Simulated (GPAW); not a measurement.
# GaN (P6_3mc) in GPAW: a series of runs

One crystal, GaN, is run at these levels: PBEsol+D3(BJ), PBE, LDA; tasks: gruneisen, band structure.

Everything below comes from runs of GPAW 26.7.0. Logs are shortened: lines on timing, memory, paths and dates and some standing lists are left out, and cuts for length are marked. The log counts tension as positive stress, the text compression.

**The experiment to reproduce.**

From “Studying electronic properties in GaN without electrical contacts using γ-γ vs e−-γ Perturbed Angular Correlations”, 2019, pmc:6823545, for a bulk crystal of GaN: band gap 3.503 ± 0.005 eV (direct).

The runs below are set against these values where they give the same quantity.

## 1. The crystal as given

It takes space group P6_3mc (No. 186, hexagonal). The conventional cell has a = 3.180 Å, b = 3.180 Å, c = 5.166 Å, α = 90.00°, β = 90.00°, γ = 120.00°. Around Ga (site symmetry 3m) lie 4 N at 1.94 to 1.95 Å. N (site symmetry 3m) is surrounded by 4 Ga at 1.94 to 1.95 Å.

## 2. Gruneisen, PBEsol+D3(BJ)

The input, run.py:

```python
import json
import numpy as np
from ase import Atoms
from ase.calculators.mixing import SumCalculator
from ase.constraints import FixSymmetry
from ase.filters import FrechetCellFilter
from ase.io import read, write
from ase.optimize import BFGS
from dftd3.ase import DFTD3
from phonopy import Phonopy
from phonopy.structure.atoms import PhonopyAtoms
from gpaw import GPAW, PW, setup_paths

setup_paths.insert(0, '.')

atoms = read('GaN.cif')

calc = GPAW(mode=PW(310),
            xc='PBEsol',
            kpts={'size': (10, 10, 5), 'gamma': True},
            occupations={'name': 'fermi-dirac', 'width': 0.05},
            nbands=29,
            convergence={'density': 1e-06, 'eigenstates': 1e-09},
            maxiter=100,
            txt='gpaw.txt')
atoms.calc = SumCalculator([calc, DFTD3(method='pbesol', damping='d3bj')])
atoms.set_constraint(FixSymmetry(atoms))
BFGS(FrechetCellFilter(atoms), trajectory='relax.traj', logfile='-').run(fmax=0.005, steps=40)
atoms.set_constraint()
energy = atoms.get_potential_energy()
forces = atoms.get_forces()
stress = atoms.get_stress()
calc.write('gs.gpw')
write('result.traj', atoms)
print('Cell:', atoms.cell.cellpar().round(4))
print(atoms.get_scaled_positions().round(5))

def force_constants(scale):
    unit = PhonopyAtoms(symbols=atoms.get_chemical_symbols(), cell=atoms.cell[:] * scale**(1 / 3),
                        scaled_positions=atoms.get_scaled_positions())
    ph = Phonopy(unit, supercell_matrix=np.diag([1, 1, 1]), primitive_matrix=np.eye(3), symprec=1e-4)
    ph.generate_displacements(distance=0.01)
    forces = []
    for i, sc in enumerate(ph.supercells_with_displacements):
        a = Atoms(sc.symbols, cell=sc.cell, scaled_positions=sc.scaled_positions, pbc=True)
        c = GPAW(mode=PW(310),
                 xc='PBEsol',
                 kpts={'size': (10, 10, 5), 'gamma': True},
                 occupations={'name': 'fermi-dirac', 'width': 0.05},
                 nbands=29,
                 convergence={'density': 1e-06, 'eigenstates': 1e-09},
                 maxiter=100,
                 txt=f'disp-{scale:.3f}-{i:02d}.txt')
        a.calc = SumCalculator([c, DFTD3(method='pbesol', damping='d3bj')])
        f = a.get_forces()
        forces.append(f - f.mean(axis=0))
        print(f'displacement {i}: drift', f.mean(axis=0).round(5), flush=True)
    ph.forces = forces
    ph.produce_force_constants()
    ph.symmetrize_force_constants()
    return ph

qpoints = [[0.0, 0.0, 0.0]]
results = {}
for scale in [0.99, 1.0, 1.01]:
    ph = force_constants(scale)
    ph.run_qpoints(qpoints)
    nu = ph.qpoints.frequencies * 33.35641  # THz to cm^-1
    results[f'{scale:.3f}'] = nu.tolist()
    for qp, f in zip(qpoints, nu):
        print(scale, np.round(qp, 4), f.round(2))

lo, mid, hi = (np.array(results[x]) for x in ('0.990', '1.000', '1.010'))
gamma = np.where(abs(mid) > 5, -(hi - lo) / (np.log(1.01 / 0.99) * np.where(abs(mid) > 5, mid, 1)), 0)
results['gamma'] = gamma.tolist()
print('Mode Grueneisen parameters:')
print(gamma.round(3))
json.dump(results, open('phonons.json', 'w'))
```

The input, GaN.cif:

```cif
data_GaN
_cell_length_a 3.18000000
_cell_length_b 3.18000000
_cell_length_c 5.16600000
_cell_angle_alpha 90.00000000
_cell_angle_beta 90.00000000
_cell_angle_gamma 120.00000000
_space_group_name_H-M_alt 'P6_3mc'
_space_group_name_Hall 'P 6c -2c'
_space_group_IT_number 186
loop_
_space_group_symop_operation_xyz
'x,y,z'
'x-y,x,z+1/2'
'-y,x-y,z'
'-x,-y,z+1/2'
'-x+y,-x,z'
'y,-x+y,z+1/2'
'y,x,z+1/2'
'x,x-y,z'
'x-y,-y,z+1/2'
'-y,-x,z'
'-x,-x+y,z+1/2'
'-x+y,y,z'
loop_
_atom_site_label
_atom_site_type_symbol
_atom_site_symmetry_multiplicity
_atom_site_Wyckoff_symbol
_atom_site_fract_x
_atom_site_fract_y
_atom_site_fract_z
_atom_site_occupancy
Ga1 Ga 2 b 0.6666666667 0.3333333333 0.5000000000 1
N1 N 2 b 0.6666666667 0.3333333333 0.8750000000 1
```

Potentials or basis: PAW data sets generated in the run's folder for this functional, pw.

Launch:

```bash
$ gpaw-setup -f PBEsol Ga N
$ OMP_NUM_THREADS=1 python run.py
```

gpaw.txt:

```text
__  _  _
 | _ |_)|_||  |
 |__||  | ||/\| - 26.7.0

Input parameters:
  mode=PW(ecut=310.0),
  convergence={'density': 1e-06, 'eigenstates': 1e-09},
  kpts=MonkhorstPack(size=(10, 10, 5), gamma=True),
  maxiter=100,
  nbands=29,
  occupations=Occupations(name='fermi-dirac', width=0.05),
  xc=XC(name='PBEsol')

Diagonalizing LCAO Hamiltonian
Converting LCAO to pw mode

           N

           Ga
        N

        Ga

Atoms  # Å, Bohr magnetons
|   | symbol |        x |        y |        z |    initial magnetic moments |
|---|--------|----------|----------|----------|-----------------------------|
| 0 |     Ga | 1.590000 | 0.917987 | 2.583000 | ( 0.0000,  0.0000,  0.0000) |
| 1 |     Ga | 0.000000 | 1.835974 | 0.000000 | ( 0.0000,  0.0000,  0.0000) |
| 2 |      N | 1.590000 | 0.917987 | 4.520250 | ( 0.0000,  0.0000,  0.0000) |
| 3 |      N | 0.000000 | 1.835974 | 1.937250 | ( 0.0000,  0.0000,  0.0000) |

Unit cell  # Å
| periodic |         x |        y |        z |  lengths |     angles |
|----------|-----------|----------|----------|----------|------------|
|      yes |  3.180000 | 0.000000 | 0.000000 | 3.180000 |  90.000000 |
|      yes | -1.590000 | 2.753961 | 0.000000 | 3.180000 |  90.000000 |
|      yes |  0.000000 | 0.000000 | 5.166000 | 5.166000 | 120.000000 |

Number of symmetries: 6
Symmetry operations  # r_c * U_cc + t_c -> r_c
|   | kind |            matrix            |
|---|------|------------------------------|
| 0 |  σ   |  1, 1, 0,  0,-1, 0,  0, 0, 1 |
| 1 |  E   |  1, 0, 0,  0, 1, 0,  0, 0, 1 |
| 2 |  C3  |  0, 1, 0, -1,-1, 0,  0, 0, 1 |
| 3 |  σ   |  0,-1, 0, -1, 0, 0,  0, 0, 1 |
| 4 |  σ   | -1, 0, 0,  1, 1, 0,  0, 0, 1 |
| 5 |  C3  | -1,-1, 0,  1, 0, 0,  0, 0, 1 |

BZ-sampling:
  Number of BZ points: 500
  Number of IBZ points: 58

  Monkhorst-Pack size: [10, 10, 5]
  Monkhorst-Pack shift: [0.05, 0.05, 0.0]

K-points  # in reciprocal-cell coordinates
|     |                                coordinates |     weight |
|-----|--------------------------------------------|------------|
|   0 | (  0.00000000,   0.00000000,   0.00000000) | 0.00200000 |
|   1 | (  0.00000000,   0.00000000,   0.20000000) | 0.00400000 |
|   2 | (  0.00000000,   0.00000000,   0.40000000) | 0.00400000 |
|   3 | (  0.10000000,   0.00000000,  -0.40000000) | 0.01200000 |
|   4 | (  0.10000000,   0.00000000,  -0.20000000) | 0.01200000 |
|   5 | (  0.10000000,   0.00000000,   0.00000000) | 0.01200000 |
|   6 | (  0.10000000,   0.00000000,   0.20000000) | 0.01200000 |
|   7 | (  0.10000000,   0.00000000,   0.40000000) | 0.01200000 |
|   8 | (  0.20000000,  -0.10000000,   0.00000000) | 0.01200000 |
|   9 | (  0.20000000,  -0.10000000,   0.20000000) | 0.02400000 |
| ... |                                            |            |
|  57 | (  0.50000000,   0.50000000,   0.40000000) | 0.01200000 |
[... 141 lines left out ...]
Fermi level: 7.399
Eigenvalues  # (at kpt = [0.000, 0.000, 0.000])
| band index |      eig [eV] | occ [0-2] |
|------------|---------------|-----------|
|          0 |       -10.182 |     2.000 |
|          1 |        -7.968 |     2.000 |
|          2 |        -0.610 |     2.000 |
|          3 |         5.664 |     2.000 |
|          4 |         5.664 |     2.000 |
|          5 |         6.559 |     2.000 |
[... 8 lines left out ...]
|         14 |        18.348 |     0.000 |
|         15 |        18.348 |     0.000 |
|        ... |               |           |
|         28 |        32.657 |     0.000 |

Gap: 1.181 eV
Transition (v -> c):
  (s=0, k=5, n=7, [0.10, 0.00, 0.00]) -> (s=0, k=0, n=8, [0.00, 0.00, 0.00])
Direct/indirect transitions are different
Direct gap: 1.221 eV
Transition at: (s=0, k=0, n=7, [0.00, 0.00, 0.00])

Stress tensor  # eV/Ang^3
|         x |         y |         z |
|-----------|-----------|-----------|
|  0.319406 | -0.000000 | -0.000000 |
| -0.000000 |  0.319406 |  0.000000 |
| -0.000000 |  0.000000 |  0.301561 |

Forces  # eV/Ang
|        x |        y |        z |
|----------|----------|----------|
| -0.00000 |  0.00000 | -0.16338 |  # Ga   0
[... 53 lines left out ...]
|   6 | (  0.10000000,   0.00000000,   0.20000000) | 0.01200000 |
|   7 | (  0.10000000,   0.00000000,   0.40000000) | 0.01200000 |
|   8 | (  0.20000000,  -0.10000000,   0.00000000) | 0.01200000 |
|   9 | (  0.20000000,  -0.10000000,   0.20000000) | 0.02400000 |
| ... |                                            |            |
|  57 | (  0.50000000,   0.50000000,   0.40000000) | 0.01200000 |
[... 140 lines left out ...]
Fermi level: 8.046
Eigenvalues  # (at kpt = [0.000, 0.000, 0.000])
| band index |      eig [eV] | occ [0-2] |
|------------|---------------|-----------|
|          0 |       -10.027 |     2.000 |
|          1 |        -7.660 |     2.000 |
|          2 |        -0.394 |     2.000 |
|          3 |         6.097 |     2.000 |
|          4 |         6.097 |     2.000 |
|          5 |         7.064 |     2.000 |
[... 8 lines left out ...]
|         14 |        19.149 |     0.000 |
|         15 |        19.149 |     0.000 |
|        ... |               |           |
|         28 |        33.930 |     0.000 |

Gap: 1.367 eV
Transition (v -> c):
  (s=0, k=0, n=7, [0.00, 0.00, 0.00]) -> (s=0, k=0, n=8, [0.00, 0.00, 0.00])
No difference between direct/indirect transitions

Stress tensor  # eV/Ang^3
|         x |         y |        z |
|-----------|-----------|----------|
|  0.269347 | -0.000000 | 0.000000 |
| -0.000000 |  0.269347 | 0.000000 |
|  0.000000 |  0.000000 | 0.256911 |

Forces  # eV/Ang
|        x |       y |        z |
|----------|---------|----------|
|  0.00000 | 0.00000 | -0.09121 |  # Ga   0
| -0.00000 | 0.00000 | -0.09088 |  # Ga   1
|  0.00000 | 0.00000 |  0.03613 |  # N    2
|  0.00000 | 0.00000 |  0.14889 |  # N    3

Interpolating wave functions to new cell

          N

          Ga
        N

        Ga

Atoms  # Å, Bohr magnetons
|   | symbol |        x |        y |         z |    initial magnetic moments |
|---|--------|----------|----------|-----------|-----------------------------|
| 0 |     Ga | 1.491863 | 0.861328 |  2.422856 | ( 0.0000,  0.0000,  0.0000) |
| 1 |     Ga | 0.000000 | 1.722655 | -0.007576 | ( 0.0000,  0.0000,  0.0000) |
| 2 |      N | 1.491863 | 0.861328 |  4.260947 | ( 0.0000,  0.0000,  0.0000) |
| 3 |      N | 0.000000 | 1.722655 |  1.830515 | ( 0.0000,  0.0000,  0.0000) |

Unit cell  # Å
| periodic |         x |         y |        z |  lengths |     angles |
|----------|-----------|-----------|----------|----------|------------|
|      yes |  2.983727 | -0.000000 | 0.000000 | 2.983727 |  90.000000 |
|      yes | -1.491863 |  2.583983 | 0.000000 | 2.983727 |  90.000000 |
|      yes |  0.000000 |  0.000000 | 4.860864 | 4.860864 | 120.000000 |

Number of symmetries: 6
Symmetry operations  # r_c * U_cc + t_c -> r_c
|   | kind |            matrix            |
|---|------|------------------------------|
| 0 |  σ   |  1, 1, 0,  0,-1, 0,  0, 0, 1 |
| 1 |  E   |  1, 0, 0,  0, 1, 0,  0, 0, 1 |
| 2 |  C3  |  0, 1, 0, -1,-1, 0,  0, 0, 1 |
| 3 |  σ   |  0,-1, 0, -1, 0, 0,  0, 0, 1 |
| 4 |  σ   | -1, 0, 0,  1, 1, 0,  0, 0, 1 |
| 5 |  C3  | -1,-1, 0,  1, 0, 0,  0, 0, 1 |

BZ-sampling:
  Number of BZ points: 500
  Number of IBZ points: 58

  Monkhorst-Pack size: [10, 10, 5]
  Monkhorst-Pack shift: [0.05, 0.05, 0.0]

K-points  # in reciprocal-cell coordinates
|     |                                coordinates |     weight |
|-----|--------------------------------------------|------------|
|   0 | (  0.00000000,   0.00000000,   0.00000000) | 0.00200000 |
|   1 | (  0.00000000,   0.00000000,   0.20000000) | 0.00400000 |
|   2 | (  0.00000000,   0.00000000,   0.40000000) | 0.00400000 |
|   3 | (  0.10000000,   0.00000000,  -0.40000000) | 0.01200000 |
|   4 | (  0.10000000,   0.00000000,  -0.20000000) | 0.01200000 |
|   5 | (  0.10000000,   0.00000000,   0.00000000) | 0.01200000 |
|   6 | (  0.10000000,   0.00000000,   0.20000000) | 0.01200000 |
|   7 | (  0.10000000,   0.00000000,   0.40000000) | 0.01200000 |
|   8 | (  0.20000000,  -0.10000000,   0.00000000) | 0.01200000 |
|   9 | (  0.20000000,  -0.10000000,   0.20000000) | 0.02400000 |
| ... |                                            |            |
|  57 | (  0.50000000,   0.50000000,   0.40000000) | 0.01200000 |
[... 879 lines left out ...]
Gap: 2.313 eV
Transition (v -> c):
  (s=0, k=0, n=7, [0.00, 0.00, 0.00]) -> (s=0, k=0, n=8, [0.00, 0.00, 0.00])
No difference between direct/indirect transitions

Stress tensor  # eV/Ang^3
|         x |         y |         z |
|-----------|-----------|-----------|
| -0.029237 | -0.000000 | -0.000000 |
| -0.000000 | -0.029237 |  0.000000 |
| -0.000000 |  0.000000 | -0.029124 |

Forces  # eV/Ang
|        x |        y |        z |
|----------|----------|----------|
|  0.00000 |  0.00000 | -0.00267 |  # Ga   0
|  0.00000 | -0.00000 | -0.00267 |  # Ga   1
| -0.00000 | -0.00000 | -0.00045 |  # N    2
|  0.00000 |  0.00000 | -0.00045 |  # N    3

# Writing to gs.gpw (mode='')
```

Run time: 15 min. Hardware: 1 thread of Arm Neoverse V2, shared host; peak memory 0.66 GiB.

These settings aren't checked as converged: the numbers below hold their error.

Results:

```yaml
Free_energy: -15.0596 eV
Relaxed_volume: 9.34 Å³/atom
Relaxed_cell: a = 2.982 Å, b = 2.982 Å, c = 4.852 Å, α = 90.00°, β = 90.00°, γ = 120.00°
Space_group_after_relaxing_to_0.05_Å: P6_3mc (No. 186)
Pressure_after_relaxing: 0.0 GPa
Band_gap_on_the_k_mesh: 2.31 eV, direct
Highest_phonon_frequency_at_Γ_LO-TO_splitting_left_out: 955 cm⁻¹
Dispersion_energy_per_atom: -0.271 eV
```

Caveat: the cutoff is short for stress and forces, so pressures can be off by a GPa or more; the data sets keep Ga 3d, Li 1s and Be 1s frozen, and some such compounds lay over 1.5 % in volume off other programs; the density grid can change from cell to cell, which puts small steps into energies and stress; the LO-TO splitting is left out; the volume moved by over 15 % at a fixed basis, so the end points are rough.

## 3. Band structure, PBE

The input, run.py:

```python
from ase.dft.bandgap import bandgap
from ase.io import read, write
from gpaw import GPAW

atoms = read('POSCAR')

calc = GPAW(mode='lcao',
            h=0.16,
            basis='szp(dzp)',
            xc='PBE',
            kpts={'size': (7, 7, 4), 'gamma': True},
            occupations={'name': 'fermi-dirac', 'width': 0.05},
            convergence={'density': 1e-05, 'energy': 1e-05},
            maxiter=150,
            txt='gpaw.txt')
atoms.calc = calc
energy = atoms.get_potential_energy()
forces = atoms.get_forces()
calc.write('gs.gpw')
write('result.traj', atoms)
print(f'Energy: {energy:.6f} eV')
print('Forces (eV/A):')
print(forces.round(4))
print('Fermi level:', round(calc.get_fermi_level(), 4), 'eV')
print(f'Gap: {bandgap(calc)[0]:.4f} eV, direct: {bandgap(calc, direct=True)[0]:.4f} eV')

path = atoms.cell.bandpath('GMKGALHA,LM,KH', npoints=80, eps=1e-4)
bs_calc = calc.fixed_density(kpts=path, symmetry='off', txt='bands.txt')
bs = bs_calc.band_structure()
bs.write('bs.json')
print(f'Gap on the path: {bandgap(bs_calc)[0]:.4f} eV')
```

The input, POSCAR:

```
GaN
1.0
    3.1800000000      0.0000000000      0.0000000000
   -1.5900000000      2.7539607840      0.0000000000
    0.0000000000      0.0000000000      5.1660000000
Ga N
2 2
Direct
    0.6666666667      0.3333333333      0.5000000000
    0.3333333333      0.6666666667      0.0000000000
    0.6666666667      0.3333333333      0.8750000000
    0.3333333333      0.6666666667      0.3750000000
```

Potentials or basis: GPAW PAW data sets (gpaw-data 1.2.1), lcao:szp(dzp).

Launch:

```bash
$ OMP_NUM_THREADS=1 python run.py
```

Wall time 3.3 min (1 thread of Arm Neoverse V1, shared host); peak memory 0.22 GiB.

The run converged, but some of its settings lie outside the range that counts as converged, so its numbers aren't taken as properties of the crystal.

What came out:

| Property | Result |
| --- | --- |
| Free energy | -22.2796 eV |
| Largest force | 0.175 eV/Å |
| Band gap on the k mesh | 2.24 eV, direct |
| Band gap along the path | 2.24 eV, direct |

Caveat: the real-space grid adds noise to forces; the basis of atomic orbitals isn't converged, which shifts pressures, moduli and gaps.

## 4. Band structure, LDA, spin-orbit coupling, no magnetisation

The input, run.py:

```python
import numpy as np
from ase.dft.bandgap import bandgap
from ase.io import read, write
from ase.units import GPa
from gpaw import GPAW, PW
from gpaw.spinorbit import soc_eigenstates

atoms = read('GaN.xyz')

calc = GPAW(mode=PW(800),
            xc='LDA',
            kpts={'size': (7, 7, 4), 'gamma': True},
            occupations={'name': 'fermi-dirac', 'width': 0.05},
            nbands=18,
            convergence={'density': 1e-05, 'energy': 1e-05},
            maxiter=150,
            txt='gpaw.txt')
atoms.calc = calc
energy = atoms.get_potential_energy()
forces = atoms.get_forces()
stress = atoms.get_stress()
calc.write('gs.gpw')
write('result.traj', atoms)
print(f'Energy: {energy:.6f} eV')
print('Forces (eV/A):')
print(forces.round(4))
print('Stress (GPa):', (stress / GPa).round(3))
print('Fermi level:', round(calc.get_fermi_level(), 4), 'eV')
print(f'Gap: {bandgap(calc)[0]:.4f} eV, direct: {bandgap(calc, direct=True)[0]:.4f} eV')

path = atoms.cell.bandpath('GMKGALHA,LM,KH', npoints=80, eps=1e-4)
bs_calc = calc.fixed_density(kpts=path, symmetry='off', nbands=29,
                             convergence={'bands': 'CBM+6.0', 'eigenstates': 1e-6}, txt='bands.txt')
bs = bs_calc.band_structure()
bs.write('bs.json')
print(f'Gap on the path: {bandgap(bs_calc)[0]:.4f} eV')

soc = soc_eigenstates(bs_calc, theta=0, phi=0)
np.savetxt('soc_bands.dat', soc.eigenvalues(), fmt='%.4f')
mesh = soc_eigenstates('gs.gpw', theta=0, phi=0)
np.savetxt('soc_mesh.dat', mesh.eigenvalues(), fmt='%.4f')
print('Fermi level with spin-orbit coupling:', round(mesh.fermi_level, 4), 'eV')
```

The input, GaN.xyz:

```xyz
4
Lattice="3.1800000000 0.0000000000 0.0000000000 -1.5900000000 2.7539607840 0.0000000000 0.0000000000 0.0000000000 5.1660000000" Properties=species:S:1:pos:R:3 pbc="T T T"
Ga     1.5900000002      0.9179869279      2.5830000000
Ga    -0.0000000002      1.8359738561      0.0000000000
N      1.5900000002      0.9179869279      4.5202500000
N     -0.0000000002      1.8359738561      1.9372500000
```

Potentials or basis: the program's PAW data sets (release 1.2.1) made for this functional, pw.

Launch:

```bash
$ OMP_NUM_THREADS=1 python run.py
```

It took 63 s on 1 thread of Arm Neoverse V1, shared host; peak memory 0.36 GiB.

Results (log left out):

| Property | Result |
| --- | --- |
| Free energy | -27.7775 eV |
| Pressure | 3.3 GPa |
| Largest force | 0.169 eV/Å |
| Band gap on the k mesh | 2.11 eV, direct |
| Band gap along the path | 2.11 eV, direct |

Forces in eV/Å, atoms in the order of the input:
```
Ga   0.000  0.000 -0.169
Ga   0.000  0.000 -0.169
N    0.000  0.000  0.169
N    0.000  0.000  0.169
```

Stress tensor (GPa, compression positive):
```
2.57 0.00 0.00
0.00 2.57 0.00
0.00 0.00 4.78
```

Levels at the corners of the path, in eV from the valence-band top:
| point | band 13 | band 14 | band 15 | band 16 | band 17 | band 18 | band 19 | band 20 |
| --- | --- | --- | --- | --- | --- | --- | --- | --- |
| Γ | -0.01 | -0.01 | 0.00 | 0.00 | 2.11 | 2.11 | 4.32 | 4.32 |
| M | -2.33 | -2.33 | -0.99 | -0.99 | 4.99 | 4.99 | 5.64 | 5.64 |
| K | -3.09 | -3.07 | -2.78 | -2.78 | 5.03 | 5.03 | 7.88 | 7.89 |
| Γ | -0.01 | -0.01 | 0.00 | 0.00 | 2.11 | 2.11 | 4.32 | 4.32 |
| A | -0.54 | -0.54 | -0.54 | -0.54 | 4.36 | 4.36 | 4.36 | 4.36 |
| L | -1.93 | -1.93 | -1.93 | -1.93 | 4.39 | 4.39 | 4.39 | 4.39 |
| H | -1.51 | -1.51 | -1.50 | -1.50 | 6.47 | 6.47 | 6.50 | 6.50 |
| A | -0.54 | -0.54 | -0.54 | -0.54 | 4.36 | 4.36 | 4.36 | 4.36 |
| L | -1.93 | -1.93 | -1.93 | -1.93 | 4.39 | 4.39 | 4.39 | 4.39 |
| M | -2.33 | -2.33 | -0.99 | -0.99 | 4.99 | 4.99 | 5.64 | 5.64 |
| K | -3.09 | -3.07 | -2.78 | -2.78 | 5.03 | 5.03 | 7.88 | 7.89 |
| H | -1.51 | -1.51 | -1.50 | -1.50 | 6.47 | 6.47 | 6.50 | 6.50 |

Caveat: the data sets keep Ga 3d, Li 1s and Be 1s frozen, and some such compounds lay over 1.5 % in volume off other programs; spin-orbit coupling was added after a scalar SCF, so levels and gaps hold it while energy, forces, pressure and moments don't; this program's spin-orbit splittings come out too wide for heavy elements.

## 5. How close it comes

Step 4. Measured gap of GaN: 3.503 eV (direct; quoted in “Studying electronic properties in GaN without electrical contacts using γ-γ vs e−-γ Perturbed Angular Correlations”, 2019, pmc:6823545). This calculation gives 2.11 eV (-1.39 eV). The value is that of LDA, without temperature or zero-point motion. Semilocal functionals fall short of measured gaps as a rule.
